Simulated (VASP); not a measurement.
Set up this calculation in VASP 6.6.1, as the native input.

* Task: electrostatic potential
* Functional: vdW-DF-cx
* Potentials or basis: VASP PAW PBE potentials, release 64 (Yb_2), 4f in core
* Cutoff: 520 eV
* k mesh: 8 × 8 × 8
* Occupations: methfessel-paxton, width 0.2 eV
* Spin: collinear spin, random start
* Starting moments: [0.23] μB
* Fixed moment: 4 μB
* Further INCAR settings: ALGO = Normal; EDIFF = 1e-06

The structure of Yb lies in POSCAR:

```
Yb
1.0
    0.0278690000      2.7406390000      2.7568840000
    2.7504290000      0.0011660000      2.7835860000
    2.7304720000      2.7473840000      0.0211240000
Yb
1
Cartesian
   -0.0060890961     -0.0270117294      0.0503041860
```

The cell isn't the ideal one: cell strained at random at fixed volume.

One way to write it, as run:

INCAR

```
SYSTEM = Yb
  AGGAC = 0.0
  ALGO = Normal
  EDIFF = 1E-6
  ENCUT = 520
  GGA = CX
  ISIF = 2
  ISMEAR = 1
  ISPIN = 2
  LASPH = .True.
  LCHARG = .True.
  LMAXMIX = 6
  LORBIT = 11
  LREAL = .False.
  LUSE_VDW = .True.
  LVHAR = .True.
  LWAVE = .False.
  MAGMOM = 0.23
  NELM = 120
  NUPDOWN = 4
  PREC = Accurate
  SIGMA = 0.2
```

KPOINTS

```
k-points
0
Gamma
  8 8 8
  0 0 0
```

Potentials or basis: VASP PAW PBE potentials, release 64 (Yb_2), 4f in core.

Command:

```bash
$ cat potpaw_PBE.64/Yb_2/POTCAR > POTCAR
$ mpirun -np 1 vasp_std > vasp.out
```

Results of the run:

- Pressure: -9.1 GPa
- Net moment: 4.00 μB per cell
- Site moments: Yb +2.90 μB
- Valence electrons inside the program's atomic spheres: Yb 6.85

Caveat: the moment is held away from its start; the PAW data sets were made with another functional, which shifts forces and pressure a little; the total moment is fixed, so each spin has its own Fermi level.

Wall time 3.8 min on 1 thread of Intel(R) Xeon(R) Platinum 8559C (Emerald Rapids) (shared host), peak memory 0.48 GiB.
